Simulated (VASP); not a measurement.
Y, 3 atoms in the cell. Symmetry: R-3m, No. 166, trigonal system. Conventional cell: a = 3.651 Å, b = 3.651 Å, c = 26.175 Å, α = 90.00°, β = 90.00°, γ = 120.00°. Around Y (site symmetry -3m) lie 12 Y at 3.62 to 3.65 Å. Y (site symmetry 3m) is surrounded by 12 Y at 3.55 to 3.65 Å. This isn't the form of Y at room conditions, which is hcp.

* Program: VASP 6.6.1
* Task: single point
* Functional: PBE
* Potentials or basis: VASP PAW PBE potentials, release 64 (Y_sv)
* Cutoff: 520 eV
* k mesh: 6 × 6 × 6
* Occupations: gaussian, width 0.1 eV
* Spin: collinear spin, typed start
* Starting moments: [-1.0, 0.0, 0.0] μB
* Dipole correction: no
* Further INCAR settings: ALGO = Normal; EDIFF = 1e-06; NBANDS = 28

Potentials or basis: VASP PAW PBE potentials, release 64 (Y_sv).

Run with:

```bash
$ cat potpaw_PBE.64/Y_sv/POTCAR > POTCAR
$ mpirun -np 1 vasp_std > vasp.out
```

Hardware: 1 thread of Intel(R) Xeon(R) 6975P-C (Granite Rapids), with other jobs on the host.

Problem. Estimate the wall time of this run.

Solution. Run time: 12 min on 1 thread of Intel(R) Xeon(R) 6975P-C (Granite Rapids), on a shared host, peak memory 0.99 GiB. Counts: scf iterations 17, k points 32.
